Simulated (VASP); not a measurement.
Set up this calculation in VASP 6.6.1, as the native input.

| Property | Result |
| --- | --- |
| Task | relaxation of cell and atoms |
| Functional | PBEsol |
| Potentials or basis | VASP PAW PBE potentials, release 64 (Zn, Se) |
| Cutoff | 600 eV |
| k mesh | 8 × 8 × 8 |
| Occupations | gaussian, width 0.03 eV |
| Spin | no spin polarisation |
| Further INCAR settings | ALGO = Normal; EDIFF = 1e-07; IBRION = 2; EDIFFG = -0.005; NSW = 90; ISIF = 3 |

The structure of ZnSe lies in POSCAR:

```
ZnSe                                    
1.0
    0.0000000000      2.8206646092      2.8206646092
    2.8206646092      0.0000000000      2.8206646092
    2.8206646092      2.8206646092     -0.0000000000
  Zn              Se            
     1     1
Direct
     0.0000000000000000    0.0000000000000000    0.0000000000000000
     0.2500000000000000    0.2500000000000000    0.2500000000000000
```

These files were run (other wordings do the same):

INCAR

```
SYSTEM = ZnSe
PREC     = Accurate       ! precision mode
ENCUT    = 600            ! plane-wave cutoff, eV
EDIFF    = 1E-7           ! SCF threshold, eV
ISMEAR   = 0              ! smearing method
SIGMA    = 0.03           ! smearing width, eV
LREAL    = .False.        ! projectors in reciprocal space
LASPH    = .True.         ! aspherical terms in the spheres
NELM     = 80             ! most SCF steps
ALGO     = Normal         ! electronic algorithm
ISIF     = 3              ! what is computed and relaxed
LWAVE    = .False.        ! write WAVECAR
LCHARG   = .False.        ! write CHGCAR
GGA      = PS             ! functional
IBRION   = 2              ! ionic algorithm
NSW      = 90             ! ionic steps
EDIFFG   = -0.005         ! ionic threshold
```

KPOINTS

```
regular mesh
0
Gamma
  8 8 8
  0 0 0
```

Potentials or basis: VASP PAW PBE potentials, release 64 (Zn, Se).

Run with:

```sh
$ cat potpaw_PBE.64/Zn/POTCAR potpaw_PBE.64/Se/POTCAR > POTCAR
$ mpirun -np 1 vasp_std > vasp.out
```

It gave:

```yaml
Pressure_after_relaxing: 0.0 GPa
Band_gap_on_the_k_mesh: 1.23 eV, direct
```

Caveat: the relaxation stopped at its first step, so nothing moved; the PAW data sets were made with another functional, which shifts forces and pressure a little.

It took 19 s on 1 thread of AMD EPYC 7R13 Processor (Zen 3), with other jobs on the host, peak memory 0.15 GiB.
